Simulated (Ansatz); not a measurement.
# SiO2: the cost of one run

Method: DFT PBE, scalar-relativistic, plane waves, PAW, in Ansatz 0.2.0.

### 1 The starting structure

The cell holds 21 atoms (O14Si7): a = 6.651 Å, b = 7.206 Å, c = 6.939 Å, α = 92.65°, β = 91.55°, γ = 95.07°.

It is the last frame of an earlier stage of the same melt, run at 4000 K.

The coordinates stand in the first input below.

### 2 A single point on the frame at 4000 K

The electrons keep the Fermi-Dirac width of that temperature.

Contents of input.yaml:

```yaml
crystal:
  lattice:
    - [6.642891, -0.307238, -0.095395]
    - [-0.307238, 7.197971, -0.165823]
    - [-0.095395, -0.165823, 6.936323]
  atoms:
    - { symbol: Si, position: [0.5400136334, 0.1102493205, 0.4186176118] }
    - { symbol: Si, position: [0.264021091, 0.2462687364, 0.0237016401] }
    - { symbol: Si, position: [0.4899398154, 0.5704980321, 0.4424865237] }
    - { symbol: Si, position: [0.0807723501, 0.9400995658, 0.6991898973] }
    - { symbol: Si, position: [0.6294396493, 0.8701433821, 0.7567085149] }
    - { symbol: Si, position: [0.9868954061, 0.9776979988, 0.2447340764] }
    - { symbol: Si, position: [0.2443583839, 0.6878094817, 0.0145763778] }
    - { symbol: O, position: [0.1480359589, 0.7498876452, 0.772419959] }
    - { symbol: O, position: [0.2157349728, 0.139521823, 0.7999657924] }
    - { symbol: O, position: [0.2927334164, 0.5848541028, 0.3214067413] }
    - { symbol: O, position: [0.2532982423, 0.4492487299, 0.9562686656] }
    - { symbol: O, position: [0.0725412284, 0.7869587764, 0.133587656] }
    - { symbol: O, position: [0.5696860533, 0.0408374636, 0.6658446865] }
    - { symbol: O, position: [0.8560207884, 0.9567454754, 0.7510477494] }
    - { symbol: O, position: [0.1039238988, 0.9578265444, 0.47396712] }
    - { symbol: O, position: [0.4706867104, 0.1959380817, 0.1504536168] }
    - { symbol: O, position: [0.1034407384, 0.1763027452, 0.1560308642] }
    - { symbol: O, position: [0.6154742692, 0.7202552957, 0.6026741862] }
    - { symbol: O, position: [0.7712588258, 0.0006726391, 0.3891267355] }
    - { symbol: O, position: [0.517705207, 0.7519440187, 0.0272188739] }
    - { symbol: O, position: [0.5556899436, 0.3648055782, 0.4470712659] }
basis:
  ecutwfc: 420
kpoints:
  mp_grid: { grid: [4, 3, 3] }
hamiltonian:
  xc: pbe
scf:
  occupations: { method: fermi_dirac, width: 0.3447 }
output:
  forces: true
  stress: true
  eigenvalues: true
  populations: true
  write_density: true
  write_potential: true
  elf: true
  volumetric_format: npy
```

On the command line:

```sh
$ ansatz run input.yaml --threads 2 --pin off --max-ram 5120MiB --backend cpu --events-out ev --progress --plain --runs-dir out
```

Q: Estimate wall time and peak memory on 2 threads of Arm Neoverse V2, shared host.

About 43 s, with a peak of 0.84 GiB.
